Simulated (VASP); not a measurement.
# GePt (P1) in VASP: notebook

One crystal, GePt, is run at these levels: PBE; tasks: single point.

All numbers are computed with VASP 6.6.1; they aren't measurements. Logs are shortened: lines on timing, memory, paths and dates and some standing lists are left out, and cuts for length are marked.

### Step 1. The structure

The typed cell holds 8 atoms: a = 5.530 Å, b = 3.865 Å, c = 6.088 Å, α = 90.81°, β = 85.39°, γ = 90.88°.

The cell was built by a generator and needn't be a form met in nature.

### Step 2. Single point, PBE

INCAR reads:

```
ALGO = Fast
EDIFF = 1E-6
ENCUT = 520
GGA = PE
ISIF = 2
ISMEAR = -1
LASPH = True
LCHARG = False
LREAL = False
LWAVE = False
NBANDS = 58
NELM = 100
PREC = Accurate
SIGMA = 0.05
```

KPOINTS reads:

```
k-points
0
Gamma
  3 4 3
```

POSCAR reads:

```
GePt
1.0
    5.5252280000     -0.0432780000      0.2258600000
   -0.0279770000      3.8650160000     -0.0261550000
    0.2402750000     -0.0430430000      6.0835130000
Pt Ge
4 4
Direct
    0.9983587395      0.2517069309      0.1945576659
    0.4988090490      0.7311412387      0.6997915493
    0.5026897714      0.2542845348      0.3111165046
    0.9992083403      0.7394956284      0.8022140024
    0.1627684164      0.2357969211      0.5982989424
    0.3061844294      0.7455838623      0.0705459051
    0.6804419559      0.2408479003      0.9121766908
    0.8191216051      0.7528349440      0.3983495379
```

Potentials or basis: VASP PAW PBE potentials, release 64 (Pt, Ge_d).

Command:

```bash
$ cat potpaw_PBE.64/Pt/POTCAR potpaw_PBE.64/Ge_d/POTCAR > POTCAR
$ mpirun -np 1 vasp_std > vasp.out
```

OUTCAR:

```text
EDIFF = 1E-6
   ENCUT = 520
   GGA = PE
   ISIF = 2
   ISMEAR = -1
   LASPH = True
   LREAL = False
   NELM = 100
   PREC = Accurate

 ion  position               nearest neighbor table
   1  0.998  0.252  0.195-   8 2.46   8 2.46   7 2.56   6 2.62   6 2.67   5 2.69   3 2.78   3 2.93
                             4 3.06   4 3.08
   2  0.499  0.731  0.700-   6 2.42   8 2.45   7 2.57   7 2.58   5 2.75   4 2.78   5 2.82   4 2.88
                             3 2.98   3 3.13
   3  0.503  0.254  0.311-   5 2.46   7 2.55   8 2.66   6 2.70   6 2.71   8 2.72   1 2.78   1 2.93
                             2 2.98   2 3.13
   4  0.999  0.739  0.802-   5 2.42   5 2.44   6 2.45   7 2.65   7 2.68   8 2.73   2 2.78   2 2.88
                             1 3.06   1 3.08
   5  0.163  0.236  0.598-   4 2.42   4 2.44   3 2.46   1 2.69   2 2.75   2 2.82
   6  0.306  0.746  0.071-   2 2.42   4 2.45   1 2.62   1 2.67   3 2.70   3 2.71   7 2.91
   7  0.680  0.241  0.912-   3 2.55   1 2.56   2 2.57   2 2.58   4 2.65   4 2.68   6 2.91
   8  0.819  0.753  0.398-   2 2.45   1 2.46   1 2.46   3 2.66   3 2.72   4 2.73

  LATTYP: Found a triclinic cell.
 ALAT       =     6.6981588504
 B/A-ratio  =     0.5770549542
 C/A-ratio  =     1.1778478994
 COS(alpha) =     0.0001456508
 COS(beta)  =     0.5276233652
 COS(gamma) =     0.5643952459

  Lattice vectors:

 A1 = (  -5.4972510000,  -3.8217380000,  -0.1997050000)
 A2 = (   0.0279770000,  -3.8650160000,   0.0261550000)
 A3 = (  -5.2849530000,   0.0002350000,   5.8576530000)

Analysis of symmetry for initial positions (statically):
=====================================================================
 Subroutine PRICEL returns:
 Original cell was already a primitive cell.

 Routine SETGRP: Setting up the symmetry group for a
 triclinic supercell.

 Subroutine GETGRP returns: Found  1 space group operations
 (whereof  1 operations were pure point group operations)
 out of a pool of  2 trial point group operations.

The static configuration has the point symmetry C_1 .

Analysis of symmetry for dynamics (positions and initial velocities):
=====================================================================
 Subroutine PRICEL returns:
 Original cell was already a primitive cell.

 Routine SETGRP: Setting up the symmetry group for a
 triclinic supercell.

 Subroutine GETGRP returns: Found  1 space group operations
 (whereof  1 operations were pure point group operations)
 out of a pool of  2 trial point group operations.

The dynamic configuration has the point symmetry C_1 .

 Subroutine INISYM returns: Found  1 space group operations
 (whereof  1 operations are pure point group operations),
 and found     1 'primitive' translations

----------------------------------------------------------------------------------------

                                     Primitive cell

  volume of cell :     129.6912

  direct lattice vectors                    reciprocal lattice vectors
     5.525228000 -0.043278000  0.225860000     0.181290237  0.001263879 -0.007151314
    -0.027977000  3.865016000 -0.026155000     0.001955110  0.258757160  0.001753579
     0.240275000 -0.043043000  6.083513000    -0.006722280  0.001065558  0.164651750

  length of vectors
     5.530011770  3.865205748  6.088408265     0.181435632  0.258770488  0.164792364

  position of ions in fractional coordinates (direct lattice)
     0.998358739  0.251706931  0.194557666
     0.498809049  0.731141239  0.699791549
     0.502689771  0.254284535  0.311116505
     0.999208340  0.739495628  0.802214002
     0.162768416  0.235796921  0.598298942
     0.306184429  0.745583862  0.070545905
     0.680441956  0.240847900  0.912176691
     0.819121605  0.752834944  0.398349538

  ion indices of the primitive-cell ions
   primitive index   ion index
                 1           1
                 2           2
                 3           3
                 4           4
                 5           5
                 6           6
                 7           7
                 8           8

----------------------------------------------------------------------------------------

 KPOINTS: k-points

Automatic generation of k-mesh.
 Grid dimensions read from file:
 generate k-points for:    3    4    3

 Generating k-lattice:

  Cartesian coordinates                     Fractional coordinates (reciprocal lattice)
     0.060430079  0.000421293 -0.002383771     0.333333333  0.000000000  0.000000000
     0.000488778  0.064689290  0.000438395    -0.000000000  0.250000000  0.000000000
    -0.002240760  0.000355186  0.054883917     0.000000000  0.000000000  0.333333333

  Length of vectors
     0.060478544  0.064692622  0.054930788

  Shift w.r.t. Gamma in fractional coordinates (k-lattice)
     0.000000000  0.000000000  0.000000000

 Subroutine IBZKPT returns following result:
 ===========================================

 Found     19 irreducible k-points:

 Following reciprocal coordinates:
            Coordinates               Weight
  0.000000  0.000000  0.000000      1.000000
  0.333333 -0.000000  0.000000      2.000000
  0.000000  0.250000  0.000000      2.000000
  0.333333  0.250000  0.000000      2.000000
 -0.333333  0.250000 -0.000000      2.000000
  0.000000  0.500000  0.000000      1.000000
[... 11 lines left out ...]
  0.333333 -0.250000  0.333333      2.000000
 -0.333333 -0.250000  0.333333      2.000000
   k-points           NKPTS =     19   k-points in BZ     NKDIM =     19   number of bands    NBANDS=     58
   number of dos      NEDOS =    301   number of ions     NIONS =      8
   total plane-waves  NPLWV =  60480
   dimension x,y,z NGX =    42 NGY =   30 NGZ =   48
   dimension x,y,z NGXF=    84 NGYF=   60 NGZF=   96
   ions per type =               4   4
   NGX,Y,Z   is equivalent  to a cutoff of  12.63, 12.90, 13.11 a.u.
   NGXF,Y,Z  is equivalent  to a cutoff of  25.25, 25.81, 26.21 a.u.
 SYSTEM =  unknown system
   PREC   = accura    normal or accurate (medium, high low for compatibility)
   ISTART =      0    job   : 0-new  1-cont  2-samecut
   ICHARG =      2    charge: 1-file 2-atom 10-const
   ISPIN  =      1    spin polarized calculation?
   LNONCOLLINEAR =      F non collinear calculations
   LSORBIT =      F    spin-orbit coupling
   LASPH  =      T    aspherical Exc in radial PAW
   ENCUT  =  520.0 eV  38.22 Ry    6.18 a.u.  10.28  7.19 11.32*2*pi/ulx,y,z
   NELM   =    100;   NELMIN=  2; NELMDL= -5     # of ELM steps
   EDIFF  = 0.1E-05   stopping-criterion for ELM
   LREAL  =      F    real-space projection
   EDIFFG = 0.1E-04   stopping-criterion for IOM
   NSW    =      0    number of steps for IOM
   IBRION =     -1    ionic relax: 0-MD 1-quasi-New 2-CG
   NFREE  =      0    steps in history (QN), initial steepest desc. (CG)
   ISIF   =      2    stress and relaxation
   ISYM   =      2    0-nonsym 1-usesym 2-fastsym
   POTIM  = 0.5000    time-step for ionic-motion
   TEBEG  =    0.0;   TEEND  =   0.0 temperature during run
   PSTRESS=    0.0 pullay stress
   NELECT =      96.0000    total number of electrons
   NUPDOWN=      -1.0000    fix difference up-down
   EMIN   =  10.00;   EMAX   =-10.00  energy-range for DOS
   EFERMI =   0.00;   METHOD = LEGACY
   ISMEAR =    -1;   SIGMA  =   0.05  broadening in eV -4-tet -1-fermi 0-gaus
   EFERMI_NEDOS =   21; number of points for ismear=-14 and -15
   IALGO  =     68    algorithm
   IMIX   =      4    mixing-type and parameters
     AMIX     =   0.40;   BMIX     =  1.00
     AMIX_MAG =   1.60;   BMIX_MAG =  1.00
  volume/ion in A,a.u.               =      16.21       109.40
  Fermi-wavevector in a.u.,A,eV,Ry     =   1.480909  2.798512 29.838825  2.193092
  Thomas-Fermi vector in A             =   2.594885
   LORBIT       =      0    0 simple, 1 ext, 2 COOP (PROOUT), +10 PAW based schemes
   GGA     = PE    functional components
   LHFCALC =     F    Hartree Fock is set to
   AEXX    =    0.0000 exact exchange contribution
   IVDW    =     0    specifies the selected vdW correction
   LEPSILON=     F    determine dielectric tensor
   LRPA    =     F    only Hartree local field effects (RPA)
 non-spin polarized calculation
 RMM-DIIS sequential band-by-band and
  energy-cutoff  :      520.00
  volume of cell :      129.69
 maximum number of plane-waves:      3517
 NGX is ok and might be reduce to    42
   NGX = 21   NGY = 15   NGZ = 23

 number of electron      96.0000011 magnetization

 Free energy of the ion-electron system (eV)
  ---------------------------------------------------
  ext. energy  EPLUGINS =         0.00000000
  ---------------------------------------------------
  free energy    TOTEN  =       -45.35541884 eV

  energy without entropy =      -45.34009414  energy(sigma->0) =      -45.34775649

 E-fermi :   9.7457     XC(G=0): -12.4317

 val. band max:        9.7004230834   @ k =   0.3333   0.0000   0.3333
 cond. band min:       9.8255535134   @ k =   0.3333   0.5000   0.0000
 fundamental gap:      0.1251304300
 Fermi energy:         9.7456734498

 k-point     1 :       0.0000    0.0000    0.0000
  band No.  band energies     occupation
      1     -15.4888      2.00000
      2     -15.4884      2.00000
      3     -15.4812      2.00000
      4     -15.4764      2.00000
      5     -15.4680      2.00000
      6     -15.4504      2.00000
[... 50 lines left out ...]
     57      14.8626      0.00000
     58      15.7085      0.00000

 k-point     2 :       0.3333   -0.0000    0.0000
  band No.  band energies     occupation
      1     -15.4873      2.00000
      2     -15.4867      2.00000
      3     -15.4819      2.00000
      4     -15.4764      2.00000
      5     -15.4669      2.00000
      6     -15.4497      2.00000
[... 50 lines left out ...]
     57      14.5594      0.00000
     58      15.3165      0.00000
[... 974 lines left out ...]
     57      15.1856      0.00000
     58      15.4556      0.00000

 k-point    19 :      -0.3333   -0.2500    0.3333
  band No.  band energies     occupation
      1     -15.4906      2.00000
      2     -15.4812      2.00000
      3     -15.4776      2.00000
      4     -15.4704      2.00000
      5     -15.4622      2.00000
      6     -15.4487      2.00000
[... 50 lines left out ...]
     57      15.0824      0.00000
     58      15.6342      0.00000

------------------------ aborting loop because EDIFF is reached ----------------------------------------

  FORCE on cell =-STRESS in cart. coord.  units (eV):
  Direction    XX          YY          ZZ          XY          YZ          ZX
  --------------------------------------------------------------------------------------
  -------------------------------------------------------------------------------------
  Total        9.4163578      4.5069065      8.4415866      0.7181034      0.5215876     -5.6367045
  in kB      116.3276652     55.6773568    104.2855503      8.8712953      6.4435815    -69.6346382
  external PRESSURE =      92.0968574 kB  Pullay stress =       0.0000000 kB

 VOLUME and BASIS-vectors are now :
 -----------------------------------------------------------------------------
  energy-cutoff  :      520.00
  volume of cell :      129.69
      direct lattice vectors                 reciprocal lattice vectors
     5.525228000 -0.043278000  0.225860000     0.181290237  0.001263879 -0.007151314
    -0.027977000  3.865016000 -0.026155000     0.001955110  0.258757160  0.001753579
     0.240275000 -0.043043000  6.083513000    -0.006722280  0.001065558  0.164651750

 POSITION                                       TOTAL-FORCE (eV/Angst)
 -----------------------------------------------------------------------------------
      5.55586      0.92127      1.40250         0.617795     -0.060477     -0.505957
      2.90372      2.77416      4.35073         0.476205      0.121590     -0.889921
      2.84511      0.94767      1.99957        -0.792816     -0.208023     -0.103500
      5.69292      2.78039      5.08662        -0.993198     -0.025819      0.323135
      1.03649      0.87856      3.67036         0.794128      0.164398     -0.804718
      1.68783      2.86541      0.47882         0.283114      0.127018      2.032358
      3.97203      0.86217      5.69662         0.050714     -0.063955     -0.270526
      4.60048      2.85712      2.58868        -0.435940     -0.054732      0.219129
 -----------------------------------------------------------------------------------
    total drift:                                0.000151     -0.001415     -0.000296

  FREE ENERGIE OF THE ION-ELECTRON SYSTEM (eV)
  ---------------------------------------------------
  free  energy   TOTEN  =       -45.3554188434 eV

  energy  without entropy=      -45.3400941388  energy(sigma->0) =      -45.34775649
```

It took 2.3 min on 1 thread of Intel Xeon Platinum 8488C (Sapphire Rapids), shared host; peak memory 0.3 GiB.

Results:

```yaml
Free_energy: -45.3554 eV
Pressure: 9.2 GPa
Largest_force: 2.056 eV/Å
Band_gap_on_the_k_mesh: none (metal or under the smearing width)
```

Forces on the atoms (eV/Å):
```
Pt   0.618 -0.060 -0.506
Pt   0.476  0.122 -0.890
Pt  -0.793 -0.208 -0.103
Pt  -0.993 -0.026  0.323
Ge   0.794  0.164 -0.805
Ge   0.283  0.127  2.032
Ge   0.051 -0.064 -0.271
Ge  -0.436 -0.055  0.219
```

Stress tensor (GPa, compression positive):
```
11.63  0.89 -6.96
 0.89  5.57  0.64
-6.96  0.64 10.43
```

Caveat: the k mesh is coarse (spacing up to 0.41 Å⁻¹), so the values aren't converged; forces of over 1 eV/Å show positions far from the minimum, so gaps and moduli don't describe the material at rest.

### Step 3. Single point, PBE

INCAR reads:

```
PREC = Accurate
ENCUT = 520
EDIFF = 1E-6
ISMEAR = -1
SIGMA = 0.05
LREAL = F
LASPH = T
NELM = 100
ALGO = Fast
ISIF = 2
LWAVE = F
LCHARG = F
GGA = PE
NBANDS = 58
```

KPOINTS reads:

```
Automatic mesh
0
Gamma
  3 4 3
```

POSCAR reads:

```
GePt
1.0
    5.5252280000     -0.0432780000      0.2258600000
   -0.0279770000      3.8650160000     -0.0261550000
    0.2402750000     -0.0430430000      6.0835130000
Pt Ge
4 4
Direct
    0.9982058227      0.2541636048      0.1936446724
    0.5012908306      0.7282178908      0.7056881430
    0.4962114459      0.2689621346      0.3041822032
    0.9983813714      0.7330384586      0.7937509469
    0.1555367700      0.2463291491      0.5993026076
    0.3041569685      0.7515719391      0.0691463092
    0.6809243043      0.2256059560      0.9129611723
    0.8213700633      0.7667470152      0.3879197144
```

Potentials or basis: VASP PAW PBE potentials, release 64 (Pt, Ge_d).

Command:

```bash
$ cat potpaw_PBE.64/Pt/POTCAR potpaw_PBE.64/Ge_d/POTCAR > POTCAR
$ mpirun -np 1 vasp_std > vasp.out
```

It took 2.4 min on 1 thread of Intel Xeon Platinum 8488C (Sapphire Rapids), shared host; peak memory 0.29 GiB.

The run converged. Its results:

```
Free energy            : -45.1616 eV
Pressure               : 10.5 GPa
Largest force          : 2.032 eV/Å
Band gap on the k mesh : none (metal or under the smearing width)
```

Forces on the atoms (eV/Å):
```
Pt   0.597  0.268 -0.829
Pt   0.535 -0.071 -1.574
Pt  -0.544 -0.148  0.348
Pt  -0.998  0.616  0.853
Ge   1.319 -0.588 -1.261
Ge   0.119  0.119  2.025
Ge   0.040  0.365 -0.425
Ge  -1.067 -0.562  0.864
```

Stress tensor (GPa, compression positive):
```
11.41  0.71 -6.81
 0.71  8.67  1.38
-6.81  1.38 11.34
```

Levels at points of the mesh, in eV from the Fermi level:
```tsv
k point	band 46	band 47	band 48	band 49	band 50	band 51
(0.00, 0.00, 0.00)	-1.91	-1.01	-0.37	0.65	1.44	2.36
(0.00, 0.50, 0.00)	-2.47	-1.52	-1.24	-0.13	-0.09	1.90
```

Caveat: the k mesh is coarse (spacing up to 0.41 Å⁻¹), so the values aren't converged; forces of over 1 eV/Å show positions far from the minimum, so gaps and moduli don't describe the material at rest.

### Step 4. Single point, PBE

INCAR reads:

```
  PREC = Accurate
  ENCUT = 520
  EDIFF = 1E-7
  ISMEAR = -1
  SIGMA = 0.05
  LREAL = F
  LASPH = T
  NELM = 100
  ALGO = Fast
  ISIF = 2
  LWAVE = F
  LCHARG = F
  GGA = PE
  NBANDS = 58
```

KPOINTS is that of step 3.

POSCAR reads:

```
GePt
1.0
    5.5252280000     -0.0432780000      0.2258600000
   -0.0279770000      3.8650160000     -0.0261550000
    0.2402750000     -0.0430430000      6.0835130000
Pt Ge
4 4
Direct
    0.9974743852      0.2626616203      0.1907317943
    0.5065368381      0.7315210276      0.7066787763
    0.4901223758      0.2910304089      0.3038280448
    0.9937096648      0.7355782897      0.7925119557
    0.1560167285      0.2547386916      0.5987507140
    0.2988069483      0.7534933083      0.0747142449
    0.6796272274      0.2117645478      0.9086136737
    0.8123844365      0.7762814952      0.3859402443
```

Command:

```bash
$ cat potpaw_PBE.64/Pt/POTCAR potpaw_PBE.64/Ge_d/POTCAR > POTCAR
$ mpirun -np 1 vasp_std > vasp.out
```

Wall time 2.8 min (1 thread of Intel Xeon Platinum 8488C (Sapphire Rapids), shared host); peak memory 0.29 GiB.

Results (log left out):

* Free energy: -45.1905 eV
* Pressure: 10.7 GPa
* Largest force: 1.838 eV/Å
* Band gap on the k mesh: none (metal or under the smearing width)

Forces on the atoms (eV/Å):
```
Pt   0.127  0.051 -0.644
Pt  -0.402 -0.421 -1.320
Pt  -0.134 -0.384  0.170
Pt  -0.280  0.698  0.891
Ge   1.148 -0.840 -1.164
Ge   0.182  0.358  1.348
Ge   0.081  1.036  0.077
Ge  -0.722 -0.497  0.643
```

Stress tensor (GPa, compression positive):
```
11.58  0.94 -6.42
 0.94  9.63  2.04
-6.42  2.04 10.92
```

Levels at points of the mesh, in eV from the Fermi level:
```tsv
k point	band 45	band 46	band 47	band 48	band 49	band 50	band 51	band 52
(0.00, 0.00, 0.00)	-2.48	-1.83	-1.01	-0.36	0.72	1.44	2.32	2.85
(0.00, 0.50, 0.00)	-2.52	-2.43	-1.61	-1.27	-0.12	-0.06	1.91	1.95
```

Caveat: the k mesh is coarse (spacing up to 0.41 Å⁻¹), so the values aren't converged; forces of over 1 eV/Å show positions far from the minimum, so gaps and moduli don't describe the material at rest. The run has no spin-orbit coupling, so splittings on Pt are missing.
